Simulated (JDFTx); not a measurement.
Slab: WS2, a slab with vacuum.

```
CELL_PARAMETERS angstrom
3.18352 0.00000 0.00000
-1.59176 2.75701 0.00000
0.00000 0.00000 16.95058
ATOMIC_POSITIONS crystal
W 0.00000 0.00000 0.00000
S 0.33333 0.66667 0.09200
S 0.33333 0.66667 0.90800
```

Below is the output of JDFTx 1.7.0 (patched build) for this cell. Logs are shortened: lines on timing, memory, paths and dates and some standing lists are left out, and cuts for length are marked.

```text
*************** JDFTx 1.7.0 (patched build) ***************

Input parsed successfully to the following command list (including defaults):
[... the input with its defaults ...]

---------- Initializing the Grid ----------
R =
[      6.01597     -3.00799            0  ]
[            0      5.20999            0  ]
[            0            0      32.0319  ]
unit cell volume = 1003.98
G =
[    1.04442   0.602994         -0  ]
[          0    1.20599          0  ]
[          0         -0   0.196154  ]
Minimum fftbox size, Smin = [  48  48  244  ]
Chosen fftbox size, S = [  48  48  250  ]

---------- Initializing tighter grid for wavefunction operations ----------
R =
[      6.01597     -3.00799            0  ]
[            0      5.20999            0  ]
[            0            0      32.0319  ]
unit cell volume = 1003.98
G =
[    1.04442   0.602994         -0  ]
[          0    1.20599          0  ]
[          0         -0   0.196154  ]
Minimum fftbox size, Smin = [  36  36  172  ]
Chosen fftbox size, S = [  36  36  180  ]

---------- Exchange Correlation functional ----------
Initalized Slater LDA exchange.
Initalized Perdew-Wang LDA correlation.

---------- Setting up pseudopotentials ----------
Width of ionic core gaussian charges (only for fluid interactions / plotting) set to 0

Reading pseudopotential file 'pseudo/W.upf':
  'W' pseudopotential, 'SLA  PW   NOGX NOGC' functional
  Generated using ONCVPSP code by D. R. Hamann
  14 valence electrons, 4 orbitals, 8 projectors, 1001 radial grid points, with lMax = 3
    5S    l: 0   occupation:  2.0   eigenvalue: -2.914152
    5P    l: 1   occupation:  6.0   eigenvalue: -1.594402
    5D    l: 2   occupation:  4.0   eigenvalue: -0.171959
    6S    l: 0   occupation:  2.0   eigenvalue: -0.216937
  Core radius for overlap checks: 2.00 bohrs.

Reading pseudopotential file 'pseudo/S.upf':
  'S' pseudopotential, 'SLA  PW   NOGX NOGC' functional
  Generated using ONCVPSP code by D. R. Hamann
  6 valence electrons, 2 orbitals, 6 projectors, 1001 radial grid points, with lMax = 2
    3S    l: 0   occupation:  2.0   eigenvalue: -0.635064
    3P    l: 1   occupation:  4.0   eigenvalue: -0.261175
  Core radius for overlap checks: 1.67 bohrs.

Initialized 2 species with 3 total atoms.

Folded 50 k-points by 1x1x1 to 50 k-points.

---------- Setting up k-points, bands, fillings ----------
No reducable k-points.
Computing the number of bands and number of electrons
Calculating initial fillings.
nElectrons:  26.000000   nBands: 19   nStates: 50

----- Setting up reduced wavefunction bases (one per k-point) -----
average nbasis = 9910.120 , ideal nbasis = 9929.376

---------- Setting up ewald sum ----------
Optimum gaussian width for ewald sums = 3.326329 bohr.
Real space sum over 1445 unit cells with max indices [  8  8  2  ]
Reciprocal space sum over 2673 terms with max indices [  4  4  16  ]

---------- Allocating electronic variables ----------
Reading n from file 'run.n' ... done
Initializing wave functions:  linear combination of atomic orbitals
Note: number of bands (19) exceeds available atomic orbitals (18)

----------- Band structure minimization -------------
Minimization will be done independently for each quantum number.

---- Minimization of quantum number:     0  [ +0.0000000 +0.0000000 +0.0000000 ]  0.040000000 ----
BandDavidson: Iter:   0  Eband: -0.282760387313615
BandDavidson: Iter:   1  Eband: -0.303837448267420  dEband: -2.107706e-02
BandDavidson: Iter:   2  Eband: -0.307882464736772  dEband: -4.045016e-03
BandDavidson: Iter:   3  Eband: -0.308660101395855  dEband: -7.776367e-04
[... 863 lines of inner loops ...]
BandDavidson: Iter:  12  Eband: -0.307320113954523  dEband: -1.347801e-06
BandDavidson: Iter:  13  Eband: -0.307320901625677  dEband: -7.876712e-07
BandDavidson: Converged (dEband<1.000000e-06)
	FillingsUpdate:  mu: +0.034388733  nElectrons: 26.000000

Dumping 'bands.eigStats' ...
	eMin: -2.717630 at state 20 ( [ +0.000000 +0.000000 +0.000000 ] spin 0 )
	HOMO: +0.001016 at state 45 ( [ +0.000000 +0.000000 +0.500000 ] spin 0 )
	mu  : +0.034389
	LUMO: +0.066070 at state 11 ( [ +0.333333 +0.333333 +0.000000 ] spin 0 )
	eMax: +0.316755 at state 9 ( [ +0.416667 +0.166667 +0.000000 ] spin 0 )
	HOMO-LUMO gap: +0.065054
	Optical gap  : +0.065217 at state 11 ( [ +0.333333 +0.333333 +0.000000 ] spin 0 )
Done!
[note: mu, HOMO and LUMO in a band run belong to the points of the path alone and aren't those of the crystal]
```

**Question.** Write the input and the command behind it.

**Answer.** Band structure with LDA, no spin polarisation. The files as run (others can give the same):

bands.in
```
lattice \
    3.1835163552    -1.5917581776     0.0000000000 \
    0.0000000000     2.7570060369     0.0000000000 \
    0.0000000000     0.0000000000    16.9505778900
latt-scale 1.889726124626 1.889726124626 1.889726124626
coords-type Lattice
ion W      0.0000000000     0.0000000000     0.0000000000 1
ion S      0.3333333333     0.6666666667     0.0920005100 1
ion S      0.3333333333     0.6666666667     0.9079994900 1

ion-species pseudo/W.upf
ion-species pseudo/S.upf
elec-cutoff 35 280
elec-ex-corr lda-PW
elec-smearing Fermi 0.0018374661
elec-n-bands 19
electronic-minimize nIterations 30 energyDiffThreshold 1e-06
davidson-band-ratio 1.3
forces-output-coords Cartesian
include path.kpoints
symmetries none
fix-electron-density run.$VAR

dump-name bands.$VAR
dump End Ecomponents EigStats BandEigs Kpoints Forces
```

path.kpoints
```
kpoint +0.0000000000 +0.0000000000 +0.0000000000 0.020000000000
kpoint +0.0714285714 +0.0000000000 +0.0000000000 0.020000000000
kpoint +0.1428571429 +0.0000000000 +0.0000000000 0.020000000000
kpoint +0.2142857143 +0.0000000000 +0.0000000000 0.020000000000
kpoint +0.2857142857 +0.0000000000 +0.0000000000 0.020000000000
kpoint +0.3571428571 +0.0000000000 +0.0000000000 0.020000000000
kpoint +0.4285714286 +0.0000000000 +0.0000000000 0.020000000000
kpoint +0.5000000000 +0.0000000000 +0.0000000000 0.020000000000
kpoint +0.4583333333 +0.0833333333 +0.0000000000 0.020000000000
kpoint +0.4166666667 +0.1666666667 +0.0000000000 0.020000000000
kpoint +0.3750000000 +0.2500000000 +0.0000000000 0.020000000000
kpoint +0.3333333333 +0.3333333333 +0.0000000000 0.020000000000
kpoint +0.2962962963 +0.2962962963 +0.0000000000 0.020000000000
kpoint +0.2592592593 +0.2592592593 +0.0000000000 0.020000000000
kpoint +0.2222222222 +0.2222222222 +0.0000000000 0.020000000000
kpoint +0.1851851852 +0.1851851852 +0.0000000000 0.020000000000
kpoint +0.1481481481 +0.1481481481 +0.0000000000 0.020000000000
kpoint +0.1111111111 +0.1111111111 +0.0000000000 0.020000000000
kpoint +0.0740740741 +0.0740740741 +0.0000000000 0.020000000000
kpoint +0.0370370370 +0.0370370370 +0.0000000000 0.020000000000
kpoint +0.0000000000 +0.0000000000 +0.0000000000 0.020000000000
kpoint +0.0000000000 +0.0000000000 +0.5000000000 0.020000000000
kpoint +0.0625000000 +0.0000000000 +0.5000000000 0.020000000000
kpoint +0.1250000000 +0.0000000000 +0.5000000000 0.020000000000
kpoint +0.1875000000 +0.0000000000 +0.5000000000 0.020000000000
kpoint +0.2500000000 +0.0000000000 +0.5000000000 0.020000000000
kpoint +0.3125000000 +0.0000000000 +0.5000000000 0.020000000000
kpoint +0.3750000000 +0.0000000000 +0.5000000000 0.020000000000
kpoint +0.4375000000 +0.0000000000 +0.5000000000 0.020000000000
kpoint +0.5000000000 +0.0000000000 +0.5000000000 0.020000000000
kpoint +0.4666666667 +0.0666666667 +0.5000000000 0.020000000000
kpoint +0.4333333333 +0.1333333333 +0.5000000000 0.020000000000
kpoint +0.4000000000 +0.2000000000 +0.5000000000 0.020000000000
kpoint +0.3666666667 +0.2666666667 +0.5000000000 0.020000000000
kpoint +0.3333333333 +0.3333333333 +0.5000000000 0.020000000000
kpoint +0.3030303030 +0.3030303030 +0.5000000000 0.020000000000
kpoint +0.2727272727 +0.2727272727 +0.5000000000 0.020000000000
kpoint +0.2424242424 +0.2424242424 +0.5000000000 0.020000000000
kpoint +0.2121212121 +0.2121212121 +0.5000000000 0.020000000000
kpoint +0.1818181818 +0.1818181818 +0.5000000000 0.020000000000
kpoint +0.1515151515 +0.1515151515 +0.5000000000 0.020000000000
kpoint +0.1212121212 +0.1212121212 +0.5000000000 0.020000000000
kpoint +0.0909090909 +0.0909090909 +0.5000000000 0.020000000000
kpoint +0.0606060606 +0.0606060606 +0.5000000000 0.020000000000
kpoint +0.0303030303 +0.0303030303 +0.5000000000 0.020000000000
kpoint +0.0000000000 +0.0000000000 +0.5000000000 0.020000000000
kpoint +0.5000000000 +0.0000000000 +0.5000000000 0.020000000000
kpoint +0.5000000000 +0.0000000000 +0.0000000000 0.020000000000
kpoint +0.3333333333 +0.3333333333 +0.0000000000 0.020000000000
kpoint +0.3333333333 +0.3333333333 +0.5000000000 0.020000000000
```

Potentials or basis: PseudoDojo-SR-LDA-0.4.1-standard.
Launch:
```bash
$ jdftx -c 1 -i bands.in -o bands.out
```

Caveat: spin-orbit coupling is left out, which moves the levels of the heavy elements.
